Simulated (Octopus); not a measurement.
# C (Fd-3m) in Octopus: reference runs, part 2 of 2

Octopus 16.4. The steps go on from the part before.

### Step 3. Single point, PBE (atoms moved at random, drawn with an rms of 0.05 Å)

The input, inp:

```
CalculationMode = gs
UnitsOutput = eV_Angstrom
PeriodicDimensions = 3
ExperimentalFeatures = yes
PseudopotentialSet = pseudodojo_pbe
%LatticeParameters
 1*angstrom | 1*angstrom | 1*angstrom
%
%LatticeVectors
 0 | 1.78337 | 1.78337
 1.78337 | 0 | 1.78337
 1.78337 | 1.78337 | 0
%
%ReducedCoordinates
 "C" | 0.747776 | 0.753063 | 0.754163
 "C" | 0.489281 | 0.498603 | 0.493599
%
%Spacing
 0.13274032*angstrom | 0.13274032*angstrom | 0.13274032*angstrom
%
DerivativesOrder = 8
%KPointsGrid
 13 | 13 | 13
%
KPointsUseSymmetries = yes
XCFunctional = gga_x_pbe + gga_c_pbe
SmearingFunction = fermi_dirac
Smearing = 0.05*eV
ExtraStates = 6
Eigensolver = chebyshev_filter
ConvRelDens = 3e-7
MaximumIter = 120
%Output
 density | cube
 elf | cube
 potential | cube
%
```

Potentials or basis: pseudodojo_pbe (PseudoDojo 0.5, PBE).

Run with:

```sh
OMP_NUM_THREADS=1 octopus > out.log
```

out.log:

```text
Running octopus

Version                : 16.4
Optional libraries     :

************************** Calculation Mode **************************
Input: [CalculationMode = gs]
**********************************************************************

Input: [SpinComponents = unpolarized]

******************************* Space ********************************
Octopus will run in 3 dimension(s).
Octopus will treat the system as periodic in 3 dimension(s).
**********************************************************************

Input: [AllElectronType = no]
Input: [PseudopotentialSet = pseudodojo_pbe]
Reading Coordinates from ReducedCoordinates block

****************************** Species *******************************
  Species 'C'
    type             : pseudopotential
    file             : 'C.upf'
    file format      : UPF2
    valence charge   : 4.0
    atomic number    :   6
    form on file     : kleinman-bylander
    lmax             : 1
    llocal           : -1
    projectors per l : 2
    total projectors : 4
    application form : kleinman-bylander
    orbitals         :  4
    bound orbitals   :  4

**********************************************************************

***************************** Symmetries *****************************
Space group No.    2
International: P-1
Schoenflies: Ci^1
Info: The system has     1 symmorphic symmetries that can be used.
  Index                Rotation matrix                      Fractional translations
    1 :     1   0   0     0   1   0     0   0   1      0.000000    0.000000    0.000000
Info: The system also has     1 nonsymmorphic symmetries (not used for electrons).
    1 :    -1   0   0     0  -1   0     0   0  -1      0.237057    0.251666    0.247762
**********************************************************************

Input: [CurvMethod = curv_affine]
Input: [DerivativesStencil = stencil_stargeneral]

****************************** Lattice *******************************
  Lattice Vectors [A]
    0.000000    1.783370    1.783370
    1.783370    0.000000    1.783370
    1.783370    1.783370    0.000000
  Cell volume =            11.3437 [A^3]
  Reciprocal-Lattice Vectors [A^-1]
   -1.761605    1.761605    1.761605
    1.761605   -1.761605    1.761605
    1.761605    1.761605   -1.761605
  Cell angles [degree]
    alpha =   60.000
    beta  =   60.000
    gamma =   60.000
**********************************************************************

Checking if the generated full k-point grid is symmetric
[... 1213 lines left out ...]
   2   --     4.712116       2.000000
   3   --     4.935218       2.000000
   4   --     6.256481       2.000000
   5   --    10.773430       2.000000
   6   --    12.051991       2.000000
   7   --    12.294149       2.000000
   8   --    20.011035       0.000000
#k =       2, k = (  0.076923,  0.000000,  0.000000)
   1   --   -15.203026       2.000000
   2   --     4.375245       2.000000
   3   --     4.919323       2.000000
   4   --     6.249094       2.000000
   5   --    11.195740       2.000000
   6   --    12.500049       2.000000
   7   --    12.980274       2.000000
   8   --    20.382757       0.000000
[... 1097 further k-points ...]
Fermi energy =    15.826096 eV
Generating random wavefunctions for states        9 and above
Orthogonalizing wavefunctions.
Info: Ground-state restart information will be written to 'restart/gs'.
Info: SCF using complex wavefunctions.
Info: Starting SCF iteration.

*********************** SCF CYCLE ITER #    1 ************************
 etot  = -3.38601417E+02 abs_ev   =  5.97E+01 rel_ev   =  2.03E+00
 ediff =        1.24E+01 abs_dens =  1.27E+00 rel_dens =  1.58E-01
Matrix vector products: 27475
Converged eigenvectors: 0

#  State  KPoint  Eigenvalue [eV]  Occupation    Error
      1       1      -15.928594    2.000000   ( 4.7E-06)
      1       4      -15.768050    2.000000   ( 8.0E-06)
      1       2      -15.768033    2.000000   ( 9.1E-06)
      1       3      -15.768001    2.000000   ( 5.6E-06)
      1      11      -15.767810    2.000000   ( 8.2E-06)
      1       5      -15.714477    2.000000   ( 7.1E-06)
      1       8      -15.714466    2.000000   ( 5.4E-06)
      1       7      -15.714441    2.000000   ( 5.7E-06)
[... 23 lines left out ...]
     10    1051       32.974180    0.000000   ( 1.5E-01)
     10       4       33.092098    0.000000   ( 1.2E-01)
     10       1       33.156513    0.000000   ( 9.9E-02)
     10     852       33.372188    0.000000   ( 1.3E-01)
     10     522       33.616788    0.000000   ( 1.3E-01)
     10     993       34.159525    0.000000   ( 2.0E-01)
     10     756       35.833886    0.000000   ( 1.2E-01)
     10     748       36.181802    0.000000   ( 1.6E-01)

Density of states:

------------------------------------------%---------------------------
---------------------------------------%--%----%--------%-------------
---------------------%----------------%%--%-%-%%--------%-------------
--------------------%%%%--------------%%%%%-%%%%--------%-------------
------------------%-%%%%--------------%%%%%-%%%%%-------%%%%----------
-------------%---%%%%%%%%------------%%%%%%-%%%%%------%%%%%%---------
-------%-----%%--%%%%%%%%-----------%%%%%%%%%%%%%%-----%%%%%%---------
------%%%%%-%%%%%%%%%%%%%%----------%%%%%%%%%%%%%%----%%%%%%%%--------
----%%%%%%%%%%%%%%%%%%%%%%%--------%%%%%%%%%%%%%%%---%%%%%%%%%--------
-%%%%%%%%%%%%%%%%%%%%%%%%%%%-------%%%%%%%%%%%%%%%--%%%%%%%%%%%%------
                              ^

Fermi energy =     6.836851 eV

**********************************************************************

*********************** SCF CYCLE ITER #    2 ************************
 etot  = -3.34209854E+02 abs_ev   =  3.37E+00 rel_ev   =  1.29E-01
 ediff =        1.61E-01 abs_dens =  1.04E-01 rel_dens =  1.30E-02
Matrix vector products: 27475
Converged eigenvectors: 0
[... 127 lines left out ...]
*********************** SCF CYCLE ITER #   13 ************************
 etot  = -3.27485419E+02 abs_ev   =  3.88E-07 rel_ev   =  1.86E-08
 ediff =        1.14E-07 abs_dens =  4.64E-07 rel_dens =  5.79E-08
Matrix vector products: 27475
Converged eigenvectors: 0

#  State  KPoint  Eigenvalue [eV]  Occupation    Error
      1       1      -15.108908    2.000000   ( 1.0E-07)
      1       4      -14.945307    2.000000   ( 6.4E-08)
      1       2      -14.945284    2.000000   ( 1.1E-07)
      1       3      -14.945241    2.000000   ( 1.1E-07)
      1      11      -14.944991    2.000000   ( 6.4E-08)
      1       5      -14.890681    2.000000   ( 6.4E-08)
      1       8      -14.890672    2.000000   ( 6.4E-08)
      1       7      -14.890652    2.000000   ( 6.4E-08)
[... 23 lines left out ...]
     10     945       31.125787    0.000000   ( 1.8E-02)
     10       3       31.132193    0.000000   ( 2.2E-02)
     10     952       31.135961    0.000000   ( 2.7E-02)
     10     949       31.146650    0.000000   ( 2.4E-02)
     10       4       31.176569    0.000000   ( 3.1E-02)
     10     469       31.223251    0.000000   ( 2.7E-02)
     10      11       31.343944    0.000000   ( 2.3E-02)
     10       1       33.246837    0.000000   ( 1.4E-02)

Density of states:

-------------------------------------------------------------%--------
------------------------------------------%-%------%---------%--------
-----------------------%------------------%-%%%--%-%--------%%-%------
----------------------%%%----------------%%-%%%-%%%%--------%%-%------
--------------------%%%%%%%--------------%%%%%%-%%%%%-------%%%%%-----
--------------%----%%%%%%%%%-----------%%%%%%%%-%%%%%%-----%%%%%%-----
--------%-----%%--%%%%%%%%%%-----------%%%%%%%%%%%%%%%-----%%%%%%%----
------%-%%%%-%%%%%%%%%%%%%%%%---------%%%%%%%%%%%%%%%%----%%%%%%%%----
---%%%%%%%%%%%%%%%%%%%%%%%%%%%--------%%%%%%%%%%%%%%%%---%%%%%%%%%----
-%%%%%%%%%%%%%%%%%%%%%%%%%%%%%%------%%%%%%%%%%%%%%%%%%-%%%%%%%%%%%---
                                   ^

Fermi energy =     9.068965 eV

**********************************************************************

Info: SCF converged in   13 iterations

** Warning:
**   Some of the states are not fully converged!

Info: Number of matrix-vector products:     357175
Info: Writing output to static/
Info: Finished writing information to 'restart/gs'.

Octopus emitted 3 warnings.
```

static/info:

```text
**

********************** Brillouin zone sampling ***********************
Dimensions of the k-point grid      = 13 13 13
Total number of k-points            = 2197
Number of symmetry-reduced k-points = 1099

List of k-points:
      ik         k_x         k_y         k_z      Weight
[... 4567 lines left out ...]
   1   --    -9.604256       2.000000
   2   --    -5.560955       2.000000
   3   --     0.931084       2.000000
   4   --     3.404665       2.000000
   5   --    14.087387       0.000000
   6   --    16.248256       0.000000
   7   --    17.446264       0.000000
   8   --    21.900275       0.000000
   9   --    26.114932       0.000000
  10   --    29.953039       0.000000
#k =     315, k = (  0.384615,  0.000000,  0.153846)
   1   --   -11.532656       2.000000
   2   --    -2.697515       2.000000
   3   --     2.275166       2.000000
   4   --     2.937765       2.000000
```

It took 30 min on 1 thread of Arm Neoverse V1, shared host; peak memory 6.5 GiB.

Results:

```
Free energy            : -327.4854 eV
Largest force          : 1.663 eV/Å
Band gap on the k mesh : 3.29 eV, indirect (least direct gap 4.01 eV)
```

Forces in eV/Å, atoms in the order of the input:
```
C   -0.899 -1.184 -0.747
C    0.899  1.184  0.747
```

Levels at points of the mesh, in eV from the valence-band top:
```
           k point  band 1  band 2  band 3  band 4  band 5  band 6  band 7  band 8  band 9
(0.00, 0.00, 0.00)  -22.36   -1.39   -1.19    0.00    4.01    5.03    5.22   12.45   18.41
```

Caveat: an odd mesh through Γ misses points on the zone boundary, where band edges often lie.
